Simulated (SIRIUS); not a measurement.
# Zr (P6_3/mmc) in SIRIUS: notebook, part 2 of 2

SIRIUS 7.12.0. Earlier steps stand in the parts before.

**4. Equation of state, BLYP, 22.82 Å³/atom (volume scaled by 0.98)**

sirius.json

```json
{
  "control": {
    "processing_unit": "cpu",
    "std_evp_solver_name": "lapack",
    "gen_evp_solver_name": "lapack",
    "verbosity": 2,
    "print_forces": false,
    "ortho_rf": true,
    "use_second_variation": true,
    "rmt_max": 3.0,
    "num_bands_to_print": 23,
    "save_wf": true
  },
  "parameters": {
    "electronic_structure_method": "full_potential_lapwlo",
    "xc_functionals": ["XC_GGA_X_B88", "XC_GGA_C_LYP"],
    "core_relativity": "dirac",
    "valence_relativity": "iora",
    "num_fv_states": 23,
    "smearing": "fermi_dirac",
    "smearing_width": 0.0018374661,
    "pw_cutoff": 20,
    "gk_cutoff": 3.46,
    "lmax_apw": 10,
    "lmax_rho": 8,
    "lmax_pot": 8,
    "num_mag_dims": 0,
    "auto_rmt": 0,
    "ngridk": [9, 9, 5],
    "shiftk": [0, 0, 0],
    "num_dft_iter": 80,
    "energy_tol": 1e-07,
    "density_tol": 1e-05,
    "use_symmetry": true
  },
  "settings": {"tol_ne": 1e-10},
  "iterative_solver": {"type": "exact"},
  "mixer": {"type": "anderson", "beta": 0.5, "max_history": 8},
  "unit_cell": {
    "lattice_vectors": [[6.0666030302, 0.0, 0.0], [-3.0333015151, 5.2538323388, 0.0], [0.0, 0.0, 9.6611404075]],
    "atom_types": ["Zr"],
    "atom_files": {"Zr": "Zr.json"},
    "atoms": {"Zr": [[0.6666666667, 0.3333333333, 0.75], [0.3333333333, 0.6666666667, 0.25]]}
  }
}
```

Zr.json

```json
{
  "name": "zirconium",
  "symbol": "Zr",
  "number": 40,
  "mass": 91.224,
  "rmin": 1e-06,
  "rmt": 2.54,
  "nrmt": 800,
  "rinf": 17.42,
  "core": "1s2s2p3s3p3d",
  "valence": [
    {"basis": [{"enu": 0.13, "dme": 0, "n": 0, "auto": 0}, {"enu": 0.13, "dme": 1, "n": 0, "auto": 0}]},
    {"l": 0, "n": 1, "basis": [{"enu": 0.23, "dme": 0, "n": 0, "auto": 0}]},
    {"l": 1, "n": 2, "basis": [{"enu": 0.23, "dme": 0, "n": 0, "auto": 0}]},
    {"l": 2, "n": 3, "basis": [{"enu": 0.23, "dme": 0, "n": 0, "auto": 0}]},
    {"l": 3, "n": 4, "basis": [{"enu": 0.23, "dme": 0, "n": 0, "auto": 0}]}
  ],
  "lo": [
    {"l": 0, "basis": [{"enu": 0.23, "dme": 0, "n": 0, "auto": 0}, {"enu": 0.23, "dme": 1, "n": 0, "auto": 0}]},
    {
      "l": 0,
      "basis": [{"enu": -1.6312, "dme": 0, "n": 4, "auto": 1}, {"enu": -1.6312, "dme": 1, "n": 4, "auto": 1}]
    },
    {
      "l": 0,
      "basis": [{"enu": -1.6312, "dme": 1, "n": 4, "auto": 1}, {"enu": 0.23, "dme": 0, "n": 0, "auto": 0}]
    },
    {"l": 0, "basis": [{"enu": 0.23, "dme": 0, "n": 0, "auto": 0}, {"enu": 2.71, "dme": 0, "n": 0, "auto": 0}]},
    {"l": 1, "basis": [{"enu": 0.23, "dme": 0, "n": 0, "auto": 0}, {"enu": 0.23, "dme": 1, "n": 0, "auto": 0}]},
    {
      "l": 1,
      "basis": [{"enu": -0.8259, "dme": 0, "n": 4, "auto": 1}, {"enu": -0.8259, "dme": 1, "n": 4, "auto": 1}]
    },
    {
      "l": 1,
      "basis": [{"enu": -0.8259, "dme": 1, "n": 4, "auto": 1}, {"enu": 0.23, "dme": 0, "n": 0, "auto": 0}]
    },
    {"l": 1, "basis": [{"enu": 0.23, "dme": 0, "n": 0, "auto": 0}, {"enu": 3.082, "dme": 0, "n": 0, "auto": 0}]},
    {"l": 2, "basis": [{"enu": 0.23, "dme": 0, "n": 0, "auto": 0}, {"enu": 0.23, "dme": 1, "n": 0, "auto": 0}]},
    {"l": 2, "basis": [{"enu": 0.23, "dme": 1, "n": 0, "auto": 0}, {"enu": 0.23, "dme": 2, "n": 0, "auto": 0}]},
    {"l": 2, "basis": [{"enu": 0.23, "dme": 0, "n": 0, "auto": 0}, {"enu": 2.648, "dme": 0, "n": 0, "auto": 0}]},
    {"l": 3, "basis": [{"enu": 0.23, "dme": 0, "n": 0, "auto": 0}, {"enu": 0.23, "dme": 1, "n": 0, "auto": 0}]},
    {"l": 3, "basis": [{"enu": 0.23, "dme": 0, "n": 0, "auto": 0}, {"enu": 2.927, "dme": 0, "n": 0, "auto": 0}]}
  ],
  "free_atom": [... radial grid and density of the free atom, the start of the SCF ...]
}
```

sirius_start.json

```json
{
  "control": {
    "processing_unit": "cpu",
    "std_evp_solver_name": "lapack",
    "gen_evp_solver_name": "lapack",
    "verbosity": 1,
    "print_forces": false,
    "ortho_rf": true,
    "use_second_variation": true,
    "rmt_max": 3.0,
    "num_bands_to_print": 23,
    "save_wf": false
  },
  "parameters": {
    "electronic_structure_method": "full_potential_lapwlo",
    "xc_functionals": ["XC_LDA_X", "XC_LDA_C_PW"],
    "core_relativity": "dirac",
    "valence_relativity": "iora",
    "num_fv_states": 23,
    "smearing": "fermi_dirac",
    "smearing_width": 0.0055123983,
    "pw_cutoff": 20,
    "gk_cutoff": 2.77,
    "lmax_apw": 10,
    "lmax_rho": 8,
    "lmax_pot": 8,
    "num_mag_dims": 0,
    "auto_rmt": 0,
    "ngridk": [4, 4, 2],
    "shiftk": [0, 0, 0],
    "num_dft_iter": 30,
    "energy_tol": 0.01,
    "density_tol": 0.05,
    "use_symmetry": true
  },
  "settings": {"tol_ne": 1e-10},
  "iterative_solver": {"type": "exact"},
  "mixer": {"type": "anderson", "beta": 0.5, "max_history": 8},
  "unit_cell": {
    "lattice_vectors": [[6.0666030302, 0.0, 0.0], [-3.0333015151, 5.2538323388, 0.0], [0.0, 0.0, 9.6611404075]],
    "atom_types": ["Zr"],
    "atom_files": {"Zr": "Zr.json"},
    "atoms": {"Zr": [[0.6666666667, 0.3333333333, 0.75], [0.3333333333, 0.6666666667, 0.25]]}
  }
}
```

On the command line:

```
$ OMP_NUM_THREADS=1 sirius.scf --input=sirius_start.json --output=start.json
$ OMP_NUM_THREADS=1 sirius.scf --input=sirius.json --output=output.json --task=1
```

Run time: 40 s. Hardware: 1 thread of Arm Neoverse V1, shared host; peak memory 0.43 GiB.

It converged, with:

```yaml
Free_energy: -195904.6485 eV
Band_gap_on_the_k_mesh: none (metal or under the smearing width)
All_electrons_inside_the_program's_atomic_spheres: Zr 37.87 (radii Zr 2.54 bohr)
```

**5. Equation of state, BLYP, 23.28 Å³/atom**

Edit sirius.json of step 4 so:

```diff
@@ -39,3 +39,3 @@
   "unit_cell": {
-    "lattice_vectors": [[6.0666030302, 0.0, 0.0], [-3.0333015151, 5.2538323388, 0.0], [0.0, 0.0, 9.6611404075]],
+    "lattice_vectors": [[6.1075948348, 0.0, 0.0], [-3.0537974174, 5.2893322829, 0.0], [0.0, 0.0, 9.7264203634]],
     "atom_types": ["Zr"],
```

Zr.json

```json
{
  "name": "zirconium",
  "symbol": "Zr",
  "number": 40,
  "mass": 91.224,
  "rmin": 1e-06,
  "rmt": 2.54,
  "nrmt": 800,
  "rinf": 17.42,
  "core": "1s2s2p3s3p3d",
  "valence": [
    {"basis": [{"enu": 0.12, "dme": 0, "n": 0, "auto": 0}, {"enu": 0.12, "dme": 1, "n": 0, "auto": 0}]},
    {"l": 0, "n": 1, "basis": [{"enu": 0.22, "dme": 0, "n": 0, "auto": 0}]},
    {"l": 1, "n": 2, "basis": [{"enu": 0.22, "dme": 0, "n": 0, "auto": 0}]},
    {"l": 2, "n": 3, "basis": [{"enu": 0.22, "dme": 0, "n": 0, "auto": 0}]},
    {"l": 3, "n": 4, "basis": [{"enu": 0.22, "dme": 0, "n": 0, "auto": 0}]}
  ],
  "lo": [
    {"l": 0, "basis": [{"enu": 0.22, "dme": 0, "n": 0, "auto": 0}, {"enu": 0.22, "dme": 1, "n": 0, "auto": 0}]},
    {
      "l": 0,
      "basis": [{"enu": -1.6412, "dme": 0, "n": 4, "auto": 1}, {"enu": -1.6412, "dme": 1, "n": 4, "auto": 1}]
    },
    {
      "l": 0,
      "basis": [{"enu": -1.6412, "dme": 1, "n": 4, "auto": 1}, {"enu": 0.22, "dme": 0, "n": 0, "auto": 0}]
    },
    {"l": 0, "basis": [{"enu": 0.22, "dme": 0, "n": 0, "auto": 0}, {"enu": 2.7, "dme": 0, "n": 0, "auto": 0}]},
    {"l": 1, "basis": [{"enu": 0.22, "dme": 0, "n": 0, "auto": 0}, {"enu": 0.22, "dme": 1, "n": 0, "auto": 0}]},
    {
      "l": 1,
      "basis": [{"enu": -0.8359, "dme": 0, "n": 4, "auto": 1}, {"enu": -0.8359, "dme": 1, "n": 4, "auto": 1}]
    },
    {
      "l": 1,
      "basis": [{"enu": -0.8359, "dme": 1, "n": 4, "auto": 1}, {"enu": 0.22, "dme": 0, "n": 0, "auto": 0}]
    },
    {"l": 1, "basis": [{"enu": 0.22, "dme": 0, "n": 0, "auto": 0}, {"enu": 3.072, "dme": 0, "n": 0, "auto": 0}]},
    {"l": 2, "basis": [{"enu": 0.22, "dme": 0, "n": 0, "auto": 0}, {"enu": 0.22, "dme": 1, "n": 0, "auto": 0}]},
    {"l": 2, "basis": [{"enu": 0.22, "dme": 1, "n": 0, "auto": 0}, {"enu": 0.22, "dme": 2, "n": 0, "auto": 0}]},
    {"l": 2, "basis": [{"enu": 0.22, "dme": 0, "n": 0, "auto": 0}, {"enu": 2.638, "dme": 0, "n": 0, "auto": 0}]},
    {"l": 3, "basis": [{"enu": 0.22, "dme": 0, "n": 0, "auto": 0}, {"enu": 0.22, "dme": 1, "n": 0, "auto": 0}]},
    {"l": 3, "basis": [{"enu": 0.22, "dme": 0, "n": 0, "auto": 0}, {"enu": 2.917, "dme": 0, "n": 0, "auto": 0}]}
  ],
  "free_atom": [... radial grid and density of the free atom, the start of the SCF ...]
}
```

Edit sirius_start.json of step 4 so:

```diff
@@ -39,3 +39,3 @@
   "unit_cell": {
-    "lattice_vectors": [[6.0666030302, 0.0, 0.0], [-3.0333015151, 5.2538323388, 0.0], [0.0, 0.0, 9.6611404075]],
+    "lattice_vectors": [[6.1075948348, 0.0, 0.0], [-3.0537974174, 5.2893322829, 0.0], [0.0, 0.0, 9.7264203634]],
     "atom_types": ["Zr"],
```

On the command line:

```
$ OMP_NUM_THREADS=1 sirius.scf --input=sirius_start.json --output=start.json
$ OMP_NUM_THREADS=1 sirius.scf --input=sirius.json --output=output.json --task=1
```

Run time: 42 s. Hardware: 1 thread of Arm Neoverse V1, shared host; peak memory 0.43 GiB.

It converged, with:

```yaml
Free_energy: -195904.6757 eV
Band_gap_on_the_k_mesh: none (metal or under the smearing width)
All_electrons_inside_the_program's_atomic_spheres: Zr 37.85 (radii Zr 2.54 bohr)
```

**6. Equation of state, BLYP, 23.75 Å³/atom (volume scaled by 1.02)**

Edit sirius.json of step 5 so:

```diff
@@ -39,3 +39,3 @@
   "unit_cell": {
-    "lattice_vectors": [[6.1075948348, 0.0, 0.0], [-3.0537974174, 5.2893322829, 0.0], [0.0, 0.0, 9.7264203634]],
+    "lattice_vectors": [[6.1480436615, 0.0, 0.0], [-3.0740218307, 5.3243619943, 0.0], [0.0, 0.0, 9.7908356206]],
     "atom_types": ["Zr"],
```

Zr.json

```json
{
  "name": "zirconium",
  "symbol": "Zr",
  "number": 40,
  "mass": 91.224,
  "rmin": 1e-06,
  "rmt": 2.54,
  "nrmt": 800,
  "rinf": 17.42,
  "core": "1s2s2p3s3p3d",
  "valence": [
    {"basis": [{"enu": 0.11, "dme": 0, "n": 0, "auto": 0}, {"enu": 0.11, "dme": 1, "n": 0, "auto": 0}]},
    {"l": 0, "n": 1, "basis": [{"enu": 0.21, "dme": 0, "n": 0, "auto": 0}]},
    {"l": 1, "n": 2, "basis": [{"enu": 0.21, "dme": 0, "n": 0, "auto": 0}]},
    {"l": 2, "n": 3, "basis": [{"enu": 0.21, "dme": 0, "n": 0, "auto": 0}]},
    {"l": 3, "n": 4, "basis": [{"enu": 0.21, "dme": 0, "n": 0, "auto": 0}]}
  ],
  "lo": [
    {"l": 0, "basis": [{"enu": 0.21, "dme": 0, "n": 0, "auto": 0}, {"enu": 0.21, "dme": 1, "n": 0, "auto": 0}]},
    {
      "l": 0,
      "basis": [{"enu": -1.6512, "dme": 0, "n": 4, "auto": 1}, {"enu": -1.6512, "dme": 1, "n": 4, "auto": 1}]
    },
    {
      "l": 0,
      "basis": [{"enu": -1.6512, "dme": 1, "n": 4, "auto": 1}, {"enu": 0.21, "dme": 0, "n": 0, "auto": 0}]
    },
    {"l": 0, "basis": [{"enu": 0.21, "dme": 0, "n": 0, "auto": 0}, {"enu": 2.69, "dme": 0, "n": 0, "auto": 0}]},
    {"l": 1, "basis": [{"enu": 0.21, "dme": 0, "n": 0, "auto": 0}, {"enu": 0.21, "dme": 1, "n": 0, "auto": 0}]},
    {
      "l": 1,
      "basis": [{"enu": -0.8459, "dme": 0, "n": 4, "auto": 1}, {"enu": -0.8459, "dme": 1, "n": 4, "auto": 1}]
    },
    {
      "l": 1,
      "basis": [{"enu": -0.8459, "dme": 1, "n": 4, "auto": 1}, {"enu": 0.21, "dme": 0, "n": 0, "auto": 0}]
    },
    {"l": 1, "basis": [{"enu": 0.21, "dme": 0, "n": 0, "auto": 0}, {"enu": 3.062, "dme": 0, "n": 0, "auto": 0}]},
    {"l": 2, "basis": [{"enu": 0.21, "dme": 0, "n": 0, "auto": 0}, {"enu": 0.21, "dme": 1, "n": 0, "auto": 0}]},
    {"l": 2, "basis": [{"enu": 0.21, "dme": 1, "n": 0, "auto": 0}, {"enu": 0.21, "dme": 2, "n": 0, "auto": 0}]},
    {"l": 2, "basis": [{"enu": 0.21, "dme": 0, "n": 0, "auto": 0}, {"enu": 2.628, "dme": 0, "n": 0, "auto": 0}]},
    {"l": 3, "basis": [{"enu": 0.21, "dme": 0, "n": 0, "auto": 0}, {"enu": 0.21, "dme": 1, "n": 0, "auto": 0}]},
    {"l": 3, "basis": [{"enu": 0.21, "dme": 0, "n": 0, "auto": 0}, {"enu": 2.907, "dme": 0, "n": 0, "auto": 0}]}
  ],
  "free_atom": [... radial grid and density of the free atom, the start of the SCF ...]
}
```

Edit sirius_start.json of step 5 so:

```diff
@@ -39,3 +39,3 @@
   "unit_cell": {
-    "lattice_vectors": [[6.1075948348, 0.0, 0.0], [-3.0537974174, 5.2893322829, 0.0], [0.0, 0.0, 9.7264203634]],
+    "lattice_vectors": [[6.1480436615, 0.0, 0.0], [-3.0740218307, 5.3243619943, 0.0], [0.0, 0.0, 9.7908356206]],
     "atom_types": ["Zr"],
```

Potentials or basis: all-electron FP-LAPW, apw+lo standard.

On the command line:

```
$ OMP_NUM_THREADS=1 sirius.scf --input=sirius_start.json --output=start.json
$ OMP_NUM_THREADS=1 sirius.scf --input=sirius.json --output=output.json --task=1
```

It took 42 s on 1 thread of Arm Neoverse V1, shared host; peak memory 0.44 GiB.

It converged, with:

```
Free energy                                       : -195904.6906 eV
Band gap on the k mesh                            : none (metal or under the smearing width)
All electrons inside the program's atomic spheres : Zr 37.82 (radii Zr 2.54 bohr)
```

**7. Equation of state, BLYP, 24.21 Å³/atom (volume scaled by 1.04)**

Edit sirius.json of step 6 so:

```diff
@@ -39,3 +39,3 @@
   "unit_cell": {
-    "lattice_vectors": [[6.1480436615, 0.0, 0.0], [-3.0740218307, 5.3243619943, 0.0], [0.0, 0.0, 9.7908356206]],
+    "lattice_vectors": [[6.1879671415, 0.0, 0.0], [-3.0939835708, 5.3589367423, 0.0], [0.0, 0.0, 9.8544142568]],
     "atom_types": ["Zr"],
```

Zr.json is that of step 6.

Edit sirius_start.json of step 6 so:

```diff
@@ -39,3 +39,3 @@
   "unit_cell": {
-    "lattice_vectors": [[6.1480436615, 0.0, 0.0], [-3.0740218307, 5.3243619943, 0.0], [0.0, 0.0, 9.7908356206]],
+    "lattice_vectors": [[6.1879671415, 0.0, 0.0], [-3.0939835708, 5.3589367423, 0.0], [0.0, 0.0, 9.8544142568]],
     "atom_types": ["Zr"],
```

On the command line:

```
$ OMP_NUM_THREADS=1 sirius.scf --input=sirius_start.json --output=start.json
$ OMP_NUM_THREADS=1 sirius.scf --input=sirius.json --output=output.json --task=1
```

Run time: 42 s. Hardware: 1 thread of Arm Neoverse V1, shared host; peak memory 0.44 GiB.

The run converged. Its results:

- Free energy: -195904.6950 eV
- Band gap on the k mesh: none (metal or under the smearing width)
- All electrons inside the program's atomic spheres: Zr 37.80 (radii Zr 2.54 bohr)

**8. Equation of state, BLYP, 24.68 Å³/atom (volume scaled by 1.06)**

Edit sirius.json of step 7 so:

```diff
@@ -39,3 +39,3 @@
   "unit_cell": {
-    "lattice_vectors": [[6.1879671415, 0.0, 0.0], [-3.0939835708, 5.3589367423, 0.0], [0.0, 0.0, 9.8544142568]],
+    "lattice_vectors": [[6.2273820078, 0.0, 0.0], [-3.1136910038, 5.3930710176, 0.0], [0.0, 0.0, 9.9171829188]],
     "atom_types": ["Zr"],
```

Zr.json

```json
{
  "name": "zirconium",
  "symbol": "Zr",
  "number": 40,
  "mass": 91.224,
  "rmin": 1e-06,
  "rmt": 2.54,
  "nrmt": 800,
  "rinf": 17.42,
  "core": "1s2s2p3s3p3d",
  "valence": [
    {"basis": [{"enu": 0.1, "dme": 0, "n": 0, "auto": 0}, {"enu": 0.1, "dme": 1, "n": 0, "auto": 0}]},
    {"l": 0, "n": 1, "basis": [{"enu": 0.2, "dme": 0, "n": 0, "auto": 0}]},
    {"l": 1, "n": 2, "basis": [{"enu": 0.2, "dme": 0, "n": 0, "auto": 0}]},
    {"l": 2, "n": 3, "basis": [{"enu": 0.2, "dme": 0, "n": 0, "auto": 0}]},
    {"l": 3, "n": 4, "basis": [{"enu": 0.2, "dme": 0, "n": 0, "auto": 0}]}
  ],
  "lo": [
    {"l": 0, "basis": [{"enu": 0.2, "dme": 0, "n": 0, "auto": 0}, {"enu": 0.2, "dme": 1, "n": 0, "auto": 0}]},
    {
      "l": 0,
      "basis": [{"enu": -1.6612, "dme": 0, "n": 4, "auto": 1}, {"enu": -1.6612, "dme": 1, "n": 4, "auto": 1}]
    },
    {"l": 0, "basis": [{"enu": -1.6612, "dme": 1, "n": 4, "auto": 1}, {"enu": 0.2, "dme": 0, "n": 0, "auto": 0}]},
    {"l": 0, "basis": [{"enu": 0.2, "dme": 0, "n": 0, "auto": 0}, {"enu": 2.68, "dme": 0, "n": 0, "auto": 0}]},
    {"l": 1, "basis": [{"enu": 0.2, "dme": 0, "n": 0, "auto": 0}, {"enu": 0.2, "dme": 1, "n": 0, "auto": 0}]},
    {
      "l": 1,
      "basis": [{"enu": -0.8559, "dme": 0, "n": 4, "auto": 1}, {"enu": -0.8559, "dme": 1, "n": 4, "auto": 1}]
    },
    {"l": 1, "basis": [{"enu": -0.8559, "dme": 1, "n": 4, "auto": 1}, {"enu": 0.2, "dme": 0, "n": 0, "auto": 0}]},
    {"l": 1, "basis": [{"enu": 0.2, "dme": 0, "n": 0, "auto": 0}, {"enu": 3.052, "dme": 0, "n": 0, "auto": 0}]},
    {"l": 2, "basis": [{"enu": 0.2, "dme": 0, "n": 0, "auto": 0}, {"enu": 0.2, "dme": 1, "n": 0, "auto": 0}]},
    {"l": 2, "basis": [{"enu": 0.2, "dme": 1, "n": 0, "auto": 0}, {"enu": 0.2, "dme": 2, "n": 0, "auto": 0}]},
    {"l": 2, "basis": [{"enu": 0.2, "dme": 0, "n": 0, "auto": 0}, {"enu": 2.618, "dme": 0, "n": 0, "auto": 0}]},
    {"l": 3, "basis": [{"enu": 0.2, "dme": 0, "n": 0, "auto": 0}, {"enu": 0.2, "dme": 1, "n": 0, "auto": 0}]},
    {"l": 3, "basis": [{"enu": 0.2, "dme": 0, "n": 0, "auto": 0}, {"enu": 2.897, "dme": 0, "n": 0, "auto": 0}]}
  ],
  "free_atom": [... radial grid and density of the free atom, the start of the SCF ...]
}
```

Edit sirius_start.json of step 7 so:

```diff
@@ -39,3 +39,3 @@
   "unit_cell": {
-    "lattice_vectors": [[6.1879671415, 0.0, 0.0], [-3.0939835708, 5.3589367423, 0.0], [0.0, 0.0, 9.8544142568]],
+    "lattice_vectors": [[6.2273820078, 0.0, 0.0], [-3.1136910038, 5.3930710176, 0.0], [0.0, 0.0, 9.9171829188]],
     "atom_types": ["Zr"],
```

On the command line:

```
$ OMP_NUM_THREADS=1 sirius.scf --input=sirius_start.json --output=start.json
$ OMP_NUM_THREADS=1 sirius.scf --input=sirius.json --output=output.json --task=1
```

It took 43 s on 1 thread of Arm Neoverse V1, shared host; peak memory 0.44 GiB.

The run converged. Its results:

| Property | Result |
| --- | --- |
| Free energy | -195904.6894 eV |
| Band gap on the k mesh | none (metal or under the smearing width) |
| All electrons inside the program's atomic spheres | Zr 37.78 (radii Zr 2.54 bohr) |

**9. Equation of state, BLYP**

Potentials or basis: all-electron FP-LAPW, apw+lo standard.

This step only gathers the single runs of the series.

What came out:

* Equilibrium volume: 24.17 Å³/atom
* Bulk modulus at fixed shape and positions: 90 GPa
* Pressure derivative of the bulk modulus: 3.3 (rough: it moves with the points fitted)

Energy against volume, from the lowest point:
```tsv
volume (Å³/atom)	energy (meV/atom)
21.884	70.12
22.350	43.31
22.815	23.24
23.281	9.65
23.746	2.17
24.212	0.00
24.678	2.77
```

Caveat: the cell was scaled at fixed shape and fractional positions, which overstates the stiffness of a crystal with free parameters, most of all of layers and chains.
